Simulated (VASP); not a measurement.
# LiF (Pm-3m) in VASP: QSGW0 quasiparticle levels with PBE

Aim: the QSGW0 quasiparticle levels of LiF with PBE.

Program: VASP 6.6.1. These are calculated values, not measurements. Logs are shortened: lines on timing, memory, paths and dates and some standing lists are left out, and cuts for length are marked.

## 1. The structure

The structure is cubic, space group Pm-3m (No. 221). Conventional cell: a = 2.560 Å, b = 2.560 Å, c = 2.560 Å, α = 90.00°, β = 90.00°, γ = 90.00°. F (site symmetry m-3m) has 8 Li at 2.22 Å as nearest neighbours. Li (site symmetry m-3m) has 8 F at 2.22 Å as nearest neighbours.

Measurements of this composition are mostly on another form, of space group No. 225.

## 2. QSGW0 quasiparticle levels, PBE

Contents of POSCAR:

```
LiF
1.0
    2.5595330000      0.0000000000      0.0000000000
    0.0000000000      2.5595330000      0.0000000000
    0.0000000000      0.0000000000      2.5595330000
F Li
1 1
Direct
    0.5000000000      0.5000000000      0.5000000000
    0.0000000000      0.0000000000      0.0000000000
```

Contents of INCAR.step1:

```
PREC = Accurate ; ENCUT = 500
EDIFF = 1E-8 ; ISMEAR = 0
SIGMA = 0.01 ; LREAL = False
LASPH = True ; NELM = 80
ALGO = Normal ; LWAVE = True
LCHARG = False ; GGA = PE
```

Contents of INCAR.step2:

```
PREC = Accurate ; ENCUT = 500
EDIFF = 1E-8 ; ISMEAR = 0
SIGMA = 0.01 ; LREAL = False
LASPH = True ; NELM = 1
ALGO = Exact ; LWAVE = True
LCHARG = False ; GGA = PE
NBANDS = 42 ; LOPTICS = True
ISTART = 1
```

Contents of INCAR.step3:

```
PREC = Accurate ; ENCUT = 500
EDIFF = 1E-8 ; ISMEAR = 0
SIGMA = 0.01 ; LREAL = False
LASPH = True ; ALGO = QPGW0
LWAVE = False ; LCHARG = False
GGA = PE ; NELMGW = 4
NBANDS = 42 ; ENCUTGW = 100
NOMEGA = 48 ; PRECFOCK = Fast
ISTART = 1 ; NBANDSGW = 16
```

Contents of KPOINTS:

```
Automatic mesh
0
Gamma
  4 4 4
```

Potentials or basis: VASP PAW PBE potentials, release 64 (F_GW, Li_GW).

Launch:

```sh
cat potpaw_PBE.64/F_GW/POTCAR potpaw_PBE.64/Li_GW/POTCAR > POTCAR
cp INCAR.step1 INCAR
mpirun -np 1 vasp_std > vasp.out
cp INCAR.step2 INCAR
mpirun -np 1 vasp_std > vasp.out
cp INCAR.step3 INCAR
mpirun -np 1 vasp_std > vasp.out
```

OUTCAR:

```text
PREC = Accurate
   ENCUT = 500
   EDIFF = 1E-8
   ISMEAR = 0
   LREAL = False
   LASPH = True
   GGA = PE
   NELMGW = 4
   ENCUTGW = 100
   PRECFOCK = Fast
   ISTART = 1

 ion  position               nearest neighbor table
   1  0.500  0.500  0.500-   2 2.22   2 2.22   2 2.22   2 2.22   2 2.22   2 2.22   2 2.22   2 2.22

   2  0.000  0.000  0.000-   1 2.22   1 2.22   1 2.22   1 2.22   1 2.22   1 2.22   1 2.22   1 2.22

  LATTYP: Found a simple cubic cell.
 ALAT       =     2.5595330000

  Lattice vectors:

 A1 = (   2.5595330000,   0.0000000000,   0.0000000000)
 A2 = (   0.0000000000,   2.5595330000,   0.0000000000)
 A3 = (   0.0000000000,   0.0000000000,   2.5595330000)

Analysis of symmetry for initial positions (statically):
=====================================================================
 Subroutine PRICEL returns:
 Original cell was already a primitive cell.

 Routine SETGRP: Setting up the symmetry group for a
 simple cubic supercell.

 Subroutine GETGRP returns: Found 48 space group operations
 (whereof 48 operations were pure point group operations)
 out of a pool of 48 trial point group operations.

The static configuration has the point symmetry O_h .

Analysis of symmetry for dynamics (positions and initial velocities):
=====================================================================
 Subroutine PRICEL returns:
 Original cell was already a primitive cell.

 Routine SETGRP: Setting up the symmetry group for a
 simple cubic supercell.

 Subroutine GETGRP returns: Found 48 space group operations
 (whereof 48 operations were pure point group operations)
 out of a pool of 48 trial point group operations.

The dynamic configuration has the point symmetry O_h .

 Subroutine INISYM returns: Found 48 space group operations
 (whereof 48 operations are pure point group operations),
 and found     1 'primitive' translations

----------------------------------------------------------------------------------------

                                     Primitive cell

  volume of cell :      16.7680

  direct lattice vectors                    reciprocal lattice vectors
     2.559533000  0.000000000  0.000000000     0.390696272  0.000000000  0.000000000
     0.000000000  2.559533000  0.000000000     0.000000000  0.390696272  0.000000000
     0.000000000  0.000000000  2.559533000     0.000000000  0.000000000  0.390696272

  length of vectors
     2.559533000  2.559533000  2.559533000     0.390696272  0.390696272  0.390696272

  position of ions in fractional coordinates (direct lattice)
     0.500000000  0.500000000  0.500000000
     0.000000000  0.000000000  0.000000000

  ion indices of the primitive-cell ions
   primitive index   ion index
                 1           1
                 2           2

----------------------------------------------------------------------------------------

 KPOINTS: Automatic mesh

Automatic generation of k-mesh.
 Grid dimensions read from file:
 generate k-points for:    4    4    4

 Generating k-lattice:

  Cartesian coordinates                     Fractional coordinates (reciprocal lattice)
     0.097674068  0.000000000  0.000000000     0.250000000  0.000000000  0.000000000
     0.000000000  0.097674068  0.000000000     0.000000000  0.250000000  0.000000000
     0.000000000  0.000000000  0.097674068     0.000000000  0.000000000  0.250000000

  Length of vectors
     0.097674068  0.097674068  0.097674068

  Shift w.r.t. Gamma in fractional coordinates (k-lattice)
     0.000000000  0.000000000  0.000000000

 Subroutine IBZKPT returns following result:
 ===========================================

 Found     10 irreducible k-points:

 Following reciprocal coordinates:
            Coordinates               Weight
  0.000000  0.000000  0.000000      1.000000
  0.250000  0.000000  0.000000      6.000000
  0.500000  0.000000  0.000000      3.000000
  0.250000  0.250000  0.000000     12.000000
  0.500000  0.250000  0.000000     12.000000
  0.500000  0.500000  0.000000      3.000000
  0.250000  0.250000  0.250000      8.000000
  0.500000  0.250000  0.250000     12.000000
  0.500000  0.500000  0.250000      6.000000
  0.500000  0.500000  0.500000      1.000000
   k-points           NKPTS =     10   k-points in BZ     NKDIM =     64   number of bands    NBANDS=     42
   number of dos      NEDOS =    301   number of ions     NIONS =      2
   total plane-waves  NPLWV =   8000
   dimension x,y,z NGX =    20 NGY =   20 NGZ =   20
   dimension x,y,z NGXF=    40 NGYF=   40 NGZF=   40
   ions per type =               1   1
   NGX,Y,Z   is equivalent  to a cutoff of  12.99, 12.99, 12.99 a.u.
   NGXF,Y,Z  is equivalent  to a cutoff of  25.98, 25.98, 25.98 a.u.
 SYSTEM =  unknown system
   PREC   = accura    normal or accurate (medium, high low for compatibility)
   ISTART =      1    job   : 0-new  1-cont  2-samecut
   ICHARG =      0    charge: 1-file 2-atom 10-const
   ISPIN  =      1    spin polarized calculation?
   LNONCOLLINEAR =      F non collinear calculations
   LSORBIT =      F    spin-orbit coupling
   LASPH  =      T    aspherical Exc in radial PAW
   ENCUT  =  500.0 eV  36.75 Ry    6.06 a.u.   4.67  4.67  4.67*2*pi/ulx,y,z
   NELM   =     60;   NELMIN=  2; NELMDL=  0     # of ELM steps
   EDIFF  = 0.1E-07   stopping-criterion for ELM
   LREAL  =      F    real-space projection
   EDIFFG = 0.1E-06   stopping-criterion for IOM
   NSW    =      0    number of steps for IOM
   IBRION =     -1    ionic relax: 0-MD 1-quasi-New 2-CG
   NFREE  =      0    steps in history (QN), initial steepest desc. (CG)
   ISIF   =      0    stress and relaxation
   ISYM   =      3    0-nonsym 1-usesym 2-fastsym
   POTIM  = 0.5000    time-step for ionic-motion
   TEBEG  =    0.0;   TEEND  =   0.0 temperature during run
   PSTRESS=    0.0 pullay stress
   NELECT =       8.0000    total number of electrons
   NUPDOWN=      -1.0000    fix difference up-down
   EMIN   =  10.00;   EMAX   =-10.00  energy-range for DOS
   EFERMI =   0.00;   METHOD = LEGACY
   ISMEAR =     0;   SIGMA  =   0.01  broadening in eV -4-tet -1-fermi 0-gaus
   EFERMI_NEDOS =   21; number of points for ismear=-14 and -15
   IALGO  =     38    algorithm
   IMIX   =      4    mixing-type and parameters
     AMIX     =   0.40;   BMIX     =  1.00
     AMIX_MAG =   1.60;   BMIX_MAG =  1.00
  volume/ion in A,a.u.               =       8.38        56.58
  Fermi-wavevector in a.u.,A,eV,Ry     =   1.279217  2.417369 22.264508  1.636395
  Thomas-Fermi vector in A             =   2.411715
   LORBIT       =      0    0 simple, 1 ext, 2 COOP (PROOUT), +10 PAW based schemes
   GGA     = PE    functional components
   LHFCALC =     T    Hartree Fock is set to
   PRECFOCK=fast      Normal, Fast or Accurate (Low or Medium for compatibility)
   ENCUT4O =  -1.0   cutoff for four orbital integrals eV
   NKREDX  =     1    reduce k-point grid by
   NKREDY  =     1    reduce k-point grid by
   NKREDZ  =     1    reduce k-point grid by
   AEXX    =    1.0000 exact exchange contribution
   HFSCREEN=    0.0000 screening length (either q_TF or 0.3 A-1)
   HFSCREENC=   0.0000 screening length for correlation (either q_TF or 0.3 A-1)
   ENCUTFOCK=  -1.0 apply spherical cutoff to Coloumb kernel
   IVDW    =     0    specifies the selected vdW correction
   LEPSILON=     F    determine dielectric tensor
   LRPA    =     F    only Hartree local field effects (RPA)
   LRPAFORCE           =     F    calculate RPA forces
   ENCUTGW             = 100.0    cutoff for response function in eV
   ENCUTGWSOFT         =  80.0    soft cutoff for Coulomb kernel in GW response function in eV
   ENCUTLF             =  -1.0    cutoff for local field effects
   NELMGW              =     4    number of iterations in solving QP/BSE equation
   NELMHF              =     1    number of iterations in the inner HF iteration
   NKREDLFX            =     1    NKREDLFY  =   1   NKREDLFZ  =   1
 non-spin polarized calculation
 Gauss-broadening in eV      SIGMA  =   0.01
  energy-cutoff  :      500.00
  volume of cell :       16.77
 maximum number of plane-waves:       437
 NGX is ok and might be reduce to    20
  NGX = 12; NGY = 12; NGZ = 12
   NGX =  9   NGY =  9   NGZ =  9
 maximum number of plane-waves:        44
 NGX is ok and might be reduce to    10

 QP shifts <psi_nk| G(iteration)W_0 |psi_nk>: iteration 1
 for sc-GW calculations column KS-energies equals QP-energies in previous step
 and V_xc(KS)=  KS-energies - (<T + V_ion + V_H > + <T+V_H+V_ion>^1  + <V_x>^1)

 k-point   1 :       0.0000    0.0000    0.0000
  band No.  KS-energies  QP-energies   sigma(KS)   V_xc(KS)     V^pw_x(r,r')   Z            occupation Imag(sigma)

      1     -22.8681     -27.6044     -28.0476     -22.1669     -36.3732       0.8054       2.0000       1.0820
      2      -2.7259      -5.0991     -25.4374     -22.4772     -30.2552       0.8017       2.0000       0.1340
      3      -2.7259      -5.0991     -25.4374     -22.4772     -30.2552       0.8017       2.0000       0.1340
      4      -2.7259      -5.0991     -25.4374     -22.4772     -30.2552       0.8017       2.0000       0.1340
      5       5.4185       6.9929      -8.3725     -10.1761      -5.2797       0.8729       0.0000      -0.0751
      6      16.7874      18.2859      -6.2389      -7.9886      -2.6062       0.8564       0.0000      -0.1263
[... 8 lines left out ...]
     15      39.1445      41.3286      -5.7467      -8.1658      -1.6560       0.9029       0.0000      -0.9621
     16      40.7136      42.9966      -5.2736      -7.7204      -1.1428       0.9331       0.0000      -1.1949

 k-point   2 :       0.2500    0.0000    0.0000
  band No.  KS-energies  QP-energies   sigma(KS)   V_xc(KS)     V^pw_x(r,r')   Z            occupation Imag(sigma)

      1     -22.6343     -27.3430     -28.2802     -22.4134     -36.5855       0.8026       2.0000       1.0650
      2      -4.3832      -7.0347     -23.3315     -19.9875     -27.9809       0.7929       2.0000       0.1519
      3      -2.5367      -4.8789     -25.6995     -22.7828     -30.5299       0.8030       2.0000       0.1320
      4      -2.5367      -4.8789     -25.6995     -22.7828     -30.5299       0.8030       2.0000       0.1320
      5       6.4642       8.2038      -8.5438     -10.5405      -5.4805       0.8712       0.0000      -0.0782
      6      13.1463      15.3178      -8.5603     -11.1283      -5.1732       0.8456       0.0000      -0.1116
[... 8 lines left out ...]
     15      37.7398      40.8622      -6.5814     -10.0126      -2.3898       0.9100       0.0000      -1.0204
     16      41.6894      45.3022      -6.2188     -10.2641      -2.1969       0.8931       0.0000      -1.0897
[... 960 lines left out ...]
 k-point  10 :       0.5000    0.5000    0.5000
  band No. DFT-energies  QP-energies  QP-e(diag)   sigma(DFT)    Z            occupation

      1     -27.5339     -27.7151     -27.6859     -27.7470       0.7132       2.0000
      2      -7.9642      -8.0853      -8.0663      -8.0934       0.7902       2.0000
      3      -7.9642      -8.0853      -8.0663      -8.0934       0.7902       2.0000
      4      -7.9642      -8.0853      -8.0663      -8.0934       0.7902       2.0000
      5      11.0429      11.0759      11.0813      11.0865       0.8796       0.0000
      6      11.0429      11.0759      11.0813      11.0865       0.8796       0.0000
      7      11.0429      11.0759      11.0813      11.0865       0.8796       0.0000
      8      24.8153      24.7769      24.7439      24.7315       0.8522       0.0000
      9      24.8153      24.7769      24.7439      24.7315       0.8522       0.0000
     10      24.8153      24.7769      24.7439      24.7315       0.8522       0.0000
     11      25.5738      25.6017      25.6017      25.6068       0.8452       0.0000
     12      42.7063      42.6791      42.6466      42.6440       0.9595       0.0000
     13      49.4275      49.4285      49.4230      49.4225       0.8996       0.0000
     14      49.4275      49.4285      49.4230      49.4225       0.8996       0.0000
     15      49.4275      49.4285      49.4230      49.4225       0.8996       0.0000

     16      49.5497      49.5497      49.5497      49.5497       1.0000       0.0000
```

Wall time 3.4 min (1 thread of Intel Xeon Platinum 8259CL at 2.50GHz (Skylake/Cascade Lake), shared host); peak memory 0.22 GiB.

Results:

```yaml
Band_gap_on_the_k_mesh_mean-field_level: 7.47 eV, indirect (least direct gap 8.14 eV)
Quasiparticle_gap: 12.59 eV
Least_direct_quasiparticle_gap: 13.32 eV
```

Levels at points of the mesh, in eV from the valence-band top:
```tsv
k point	band 1	band 2	band 3	band 4	band 5	band 6	band 7	band 8
(0.00, 0.00, 0.00)	-20.81	-0.67	-0.67	-0.67	7.47	18.84	18.84	20.88
(0.50, 0.00, 0.00)	-20.33	-3.68	-0.28	-0.28	9.11	13.97	20.27	20.27
(0.50, 0.50, 0.00)	-19.81	-3.24	-3.24	0.00	13.31	13.64	13.64	19.39
(0.50, 0.50, 0.50)	-19.38	-2.25	-2.25	-2.25	11.12	11.12	11.12	24.14
```

Quasiparticle gap after each update of the energies (eV): 11.40, 12.07, 12.42, 12.59

Caveat: the k mesh is coarse (spacing up to 0.61 Å⁻¹), so the values aren't converged; bands, screening cutoff and mesh are small and nothing is extrapolated, so the quasiparticle values aren't converged. A k mesh can miss the band edges.
